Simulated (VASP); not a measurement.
# RbBr (Fm-3m) in VASP: further runs

Runs on RbBr. Level: PBE. Tasks: single point.

All numbers are computed with VASP 6.6.1; they aren't measurements. Logs are shortened: lines on timing, memory, paths and dates and some standing lists are left out, and cuts for length are marked.

## (1) The crystal as given

It takes space group Fm-3m (No. 225, cubic). Conventional cell: a = 7.017 Å, b = 7.017 Å, c = 7.017 Å, α = 90.00°, β = 90.00°, γ = 90.00°. Rb (site symmetry m-3m) is surrounded by 6 Br at 3.51 Å. Br (site symmetry m-3m) has 6 Rb at 3.51 Å as nearest neighbours.

## (2) Single point, PBE

Input file INCAR:

```
PREC     = Accurate       # precision mode
ENCUT    = 520            # plane-wave cutoff, eV
EDIFF    = 1E-6           # SCF threshold, eV
ISMEAR   = 0              # smearing method
SIGMA    = 0.02           # smearing width, eV
LREAL    = False          # projectors in reciprocal space
LASPH    = True           # aspherical terms in the spheres
NELM     = 60             # most SCF steps
ALGO     = Normal         # electronic algorithm
ISIF     = 2              # what is computed and relaxed
LWAVE    = False          # write WAVECAR
LCHARG   = False          # write CHGCAR
GGA      = PE             # functional
NBANDS   = 15             # bands
```

Input file KPOINTS:

```
Automatic mesh
0
Gamma
  6 6 6
```

Input file POSCAR:

```
RbBr
1.0
    0.0000000000      3.5086792297      3.5086792297
    3.5086792297      0.0000000000      3.5086792297
    3.5086792297      3.5086792297      0.0000000000
Rb Br
1 1
Direct
    0.0000000000      0.0000000000      0.0000000000
    0.5000000000      0.5000000000      0.5000000000
```

Potentials or basis: VASP PAW PBE potentials, release 64 (Rb_sv, Br).

On the command line:

```bash
> cat potpaw_PBE.64/Rb_sv/POTCAR potpaw_PBE.64/Br/POTCAR > POTCAR
> mpirun -np 1 vasp_std > vasp.out
```

OUTCAR:

```text
PREC = Accurate
   ENCUT = 520
   EDIFF = 1E-6
   ISMEAR = 0
   LREAL = False
   LASPH = True
   NELM = 60
   ISIF = 2
   GGA = PE

 ion  position               nearest neighbor table
   1  0.000  0.000  0.000-   2 3.51   2 3.51   2 3.51   2 3.51   2 3.51   2 3.51
   2  0.500  0.500  0.500-   1 3.51   1 3.51   1 3.51   1 3.51   1 3.51   1 3.51

  LATTYP: Found a face centered cubic cell.
 ALAT       =     7.0173584594

  Lattice vectors:

 A1 = (   0.0000000000,   3.5086792297,   3.5086792297)
 A2 = (   3.5086792297,   0.0000000000,   3.5086792297)
 A3 = (   3.5086792297,   3.5086792297,   0.0000000000)

Analysis of symmetry for initial positions (statically):
=====================================================================
 Subroutine PRICEL returns:
 Original cell was already a primitive cell.

 Routine SETGRP: Setting up the symmetry group for a
 face centered cubic supercell.

 Subroutine GETGRP returns: Found 48 space group operations
 (whereof 48 operations were pure point group operations)
 out of a pool of 48 trial point group operations.

The static configuration has the point symmetry O_h .

Analysis of symmetry for dynamics (positions and initial velocities):
=====================================================================
 Subroutine PRICEL returns:
 Original cell was already a primitive cell.

 Routine SETGRP: Setting up the symmetry group for a
 face centered cubic supercell.

 Subroutine GETGRP returns: Found 48 space group operations
 (whereof 48 operations were pure point group operations)
 out of a pool of 48 trial point group operations.

The dynamic configuration has the point symmetry O_h .

 Subroutine INISYM returns: Found 48 space group operations
 (whereof 48 operations are pure point group operations),
 and found     1 'primitive' translations

----------------------------------------------------------------------------------------

                                     Primitive cell

  volume of cell :      86.3895

  direct lattice vectors                    reciprocal lattice vectors
     0.000000000  3.508679230  3.508679230    -0.142503765  0.142503765  0.142503765
     3.508679230  0.000000000  3.508679230     0.142503765 -0.142503765  0.142503765
     3.508679230  3.508679230  0.000000000     0.142503765  0.142503765 -0.142503765

  length of vectors
     4.962021753  4.962021753  4.962021753     0.246823761  0.246823761  0.246823761

  position of ions in fractional coordinates (direct lattice)
     0.000000000  0.000000000  0.000000000
     0.500000000  0.500000000  0.500000000

  ion indices of the primitive-cell ions
   primitive index   ion index
                 1           1
                 2           2

----------------------------------------------------------------------------------------

 KPOINTS: Automatic mesh

Automatic generation of k-mesh.
 Grid dimensions read from file:
 generate k-points for:    6    6    6

 Generating k-lattice:

  Cartesian coordinates                     Fractional coordinates (reciprocal lattice)
    -0.023750627  0.023750627  0.023750627     0.166666667  0.000000000  0.000000000
     0.023750627 -0.023750627  0.023750627     0.000000000  0.166666667  0.000000000
     0.023750627  0.023750627 -0.023750627     0.000000000  0.000000000  0.166666667

  Length of vectors
     0.041137294  0.041137294  0.041137294

  Shift w.r.t. Gamma in fractional coordinates (k-lattice)
     0.000000000  0.000000000  0.000000000

 Subroutine IBZKPT returns following result:
 ===========================================

 Found     16 irreducible k-points:

 Following reciprocal coordinates:
            Coordinates               Weight
  0.000000  0.000000  0.000000      1.000000
  0.166667  0.000000  0.000000      8.000000
  0.333333  0.000000  0.000000      8.000000
  0.500000  0.000000  0.000000      4.000000
  0.166667  0.166667  0.000000      6.000000
  0.333333  0.166667  0.000000     24.000000
[... 8 lines left out ...]
 -0.333333  0.333333  0.166667     24.000000
 -0.333333  0.500000  0.166667     12.000000
   k-points           NKPTS =     16   k-points in BZ     NKDIM =     16   number of bands    NBANDS=     15
   number of dos      NEDOS =    301   number of ions     NIONS =      2
   total plane-waves  NPLWV =  64000
   dimension x,y,z NGX =    40 NGY =   40 NGZ =   40
   dimension x,y,z NGXF=    80 NGYF=   80 NGZF=   80
   ions per type =               1   1
   NGX,Y,Z   is equivalent  to a cutoff of  13.40, 13.40, 13.40 a.u.
   NGXF,Y,Z  is equivalent  to a cutoff of  26.80, 26.80, 26.80 a.u.
 SYSTEM =  unknown system
   PREC   = accura    normal or accurate (medium, high low for compatibility)
   ISTART =      0    job   : 0-new  1-cont  2-samecut
   ICHARG =      2    charge: 1-file 2-atom 10-const
   ISPIN  =      1    spin polarized calculation?
   LNONCOLLINEAR =      F non collinear calculations
   LSORBIT =      F    spin-orbit coupling
   LASPH  =      T    aspherical Exc in radial PAW
   ENCUT  =  520.0 eV  38.22 Ry    6.18 a.u.   9.23  9.23  9.23*2*pi/ulx,y,z
   NELM   =     60;   NELMIN=  2; NELMDL= -5     # of ELM steps
   EDIFF  = 0.1E-05   stopping-criterion for ELM
   LREAL  =      F    real-space projection
   EDIFFG = 0.1E-04   stopping-criterion for IOM
   NSW    =      0    number of steps for IOM
   IBRION =     -1    ionic relax: 0-MD 1-quasi-New 2-CG
   NFREE  =      0    steps in history (QN), initial steepest desc. (CG)
   ISIF   =      2    stress and relaxation
   ISYM   =      2    0-nonsym 1-usesym 2-fastsym
   POTIM  = 0.5000    time-step for ionic-motion
   TEBEG  =    0.0;   TEEND  =   0.0 temperature during run
   PSTRESS=    0.0 pullay stress
   NELECT =      16.0000    total number of electrons
   NUPDOWN=      -1.0000    fix difference up-down
   EMIN   =  10.00;   EMAX   =-10.00  energy-range for DOS
   EFERMI =   0.00;   METHOD = LEGACY
   ISMEAR =     0;   SIGMA  =   0.02  broadening in eV -4-tet -1-fermi 0-gaus
   EFERMI_NEDOS =   21; number of points for ismear=-14 and -15
   IALGO  =     38    algorithm
   IMIX   =      4    mixing-type and parameters
     AMIX     =   0.40;   BMIX     =  1.00
     AMIX_MAG =   1.60;   BMIX_MAG =  1.00
  volume/ion in A,a.u.               =      43.19       291.49
  Fermi-wavevector in a.u.,A,eV,Ry     =   0.933171  1.763437 11.848060  0.870808
  Thomas-Fermi vector in A             =   2.059845
   LORBIT       =      0    0 simple, 1 ext, 2 COOP (PROOUT), +10 PAW based schemes
   GGA     = PE    functional components
   LHFCALC =     F    Hartree Fock is set to
   AEXX    =    0.0000 exact exchange contribution
   IVDW    =     0    specifies the selected vdW correction
   LEPSILON=     F    determine dielectric tensor
   LRPA    =     F    only Hartree local field effects (RPA)
 non-spin polarized calculation
 Gauss-broadening in eV      SIGMA  =   0.02
  energy-cutoff  :      520.00
  volume of cell :       86.39
 maximum number of plane-waves:      2357
 NGX is ok and might be reduce to    40
   NGX = 19   NGY = 19   NGZ = 19

 number of electron      15.9999999 magnetization

 Free energy of the ion-electron system (eV)
  ---------------------------------------------------
  ext. energy  EPLUGINS =         0.00000000
  ---------------------------------------------------
  free energy    TOTEN  =        -6.11555487 eV

  energy without entropy =       -6.11555487  energy(sigma->0) =       -6.11555487

 E-fermi :  -1.8405     XC(G=0):  -6.9582

 val. band max:       -2.0053756244   @ k =   0.0000   0.0000   0.0000
 cond. band min:       2.1836021128   @ k =   0.0000   0.0000   0.0000
 fundamental gap:      4.1889777373
 Fermi energy:        -1.8404757511

 k-point     1 :       0.0000    0.0000    0.0000
  band No.  band energies     occupation
      1     -26.5740      2.00000
      2     -14.1204      2.00000
      3     -10.6449      2.00000
      4     -10.6449      2.00000
      5     -10.6449      2.00000
      6      -2.0054      2.00000
      7      -2.0054      2.00000
      8      -2.0054      2.00000
      9       2.1836      0.00000
     10       5.2462      0.00000
     11       5.2462      0.00000
     12       5.2462      0.00000
     13       6.0868      0.00000
     14       6.0868      0.00000
     15       8.8141      0.00000

 k-point     2 :       0.1667    0.0000    0.0000
  band No.  band energies     occupation
      1     -26.5724      2.00000
      2     -14.1275      2.00000
      3     -10.6466      2.00000
      4     -10.6466      2.00000
      5     -10.6372      2.00000
      6      -2.2725      2.00000
      7      -2.0840      2.00000
      8      -2.0840      2.00000
      9       2.7773      0.00000
     10       5.1037      0.00000
     11       5.5521      0.00000
     12       5.5521      0.00000
     13       6.4487      0.00000
     14       6.4487      0.00000
     15       9.7453      0.00000

 k-point     3 :       0.3333    0.0000    0.0000
  band No.  band energies     occupation
      1     -26.5692      2.00000
      2     -14.1416      2.00000
      3     -10.6501      2.00000
      4     -10.6501      2.00000
      5     -10.6221      2.00000
      6      -2.6996      2.00000
      7      -2.2322      2.00000
      8      -2.2322      2.00000
      9       3.9941      0.00000
     10       5.1676      0.00000
     11       6.4006      0.00000
     12       6.4006      0.00000
     13       7.3565      0.00000
     14       7.3565      0.00000
     15       9.1592      0.00000
[... 199 lines left out ...]
 k-point    15 :      -0.3333    0.3333    0.1667
  band No.  band energies     occupation
      1     -26.5661      2.00000
      2     -14.1095      2.00000
      3     -10.7186      2.00000
      4     -10.7129      2.00000
      5     -10.6341      2.00000
      6      -2.5777      2.00000
      7      -2.3271      2.00000
      8      -2.2953      2.00000
      9       4.9123      0.00000
     10       5.1259      0.00000
     11       6.2383      0.00000
     12       6.5259      0.00000
     13       7.9449      0.00000
     14       8.5810      0.00000
     15       8.5925      0.00000

 k-point    16 :      -0.3333    0.5000    0.1667
  band No.  band energies     occupation
      1     -26.5657      2.00000
      2     -14.0909      2.00000
      3     -10.7611      2.00000
      4     -10.7198      2.00000
      5     -10.6501      2.00000
      6      -2.4016      2.00000
      7      -2.3664      2.00000
      8      -2.2548      2.00000
      9       4.3002      0.00000
     10       5.5617      0.00000
     11       5.8022      0.00000
     12       6.6537      0.00000
     13       7.7436      0.00000
     14       8.5717      0.00000
     15       8.9608      0.00000

------------------------ aborting loop because EDIFF is reached ----------------------------------------

  FORCE on cell =-STRESS in cart. coord.  units (eV):
  Direction    XX          YY          ZZ          XY          YZ          ZX
  --------------------------------------------------------------------------------------
  -------------------------------------------------------------------------------------
  Total        0.0101568      0.0101568      0.0101568      0.0000000      0.0000000     -0.0000000
  in kB        0.1883670      0.1883670      0.1883670      0.0000000      0.0000000     -0.0000000
  external PRESSURE =       0.1883670 kB  Pullay stress =       0.0000000 kB

 VOLUME and BASIS-vectors are now :
 -----------------------------------------------------------------------------
  energy-cutoff  :      520.00
  volume of cell :       86.39
      direct lattice vectors                 reciprocal lattice vectors
     0.000000000  3.508679230  3.508679230    -0.142503765  0.142503765  0.142503765
     3.508679230  0.000000000  3.508679230     0.142503765 -0.142503765  0.142503765
     3.508679230  3.508679230  0.000000000     0.142503765  0.142503765 -0.142503765

 POSITION                                       TOTAL-FORCE (eV/Angst)
 -----------------------------------------------------------------------------------
      0.00000      0.00000      0.00000         0.000000      0.000000      0.000000
      3.50868      3.50868      3.50868         0.000000      0.000000      0.000000
 -----------------------------------------------------------------------------------
    total drift:                                0.000000     -0.000000     -0.000000

  FREE ENERGIE OF THE ION-ELECTRON SYSTEM (eV)
  ---------------------------------------------------
  free  energy   TOTEN  =        -6.1155548702 eV

  energy  without entropy=       -6.1155548702  energy(sigma->0) =       -6.11555487
```

Wall time 18 s (1 thread of Intel Xeon Platinum 8488C (Sapphire Rapids), shared host); peak memory 0.24 GiB.

Results:

* Free energy: -6.1156 eV
* Pressure: 0.0 GPa
* Band gap on the k mesh: 4.19 eV, direct

Levels at points of the mesh, in eV from the valence-band top:
```
           k point  band 6  band 7  band 8  band 9  band 10  band 11
(0.00, 0.00, 0.00)    0.00    0.00    0.00    4.19     7.25     7.25
(0.50, 0.00, 0.00)   -0.87   -0.30   -0.30    6.63     7.46     9.27
(0.50, 0.50, 0.00)   -0.45   -0.15   -0.15    5.67     6.86     8.84
```

(Part 1 of 2 ends here.)
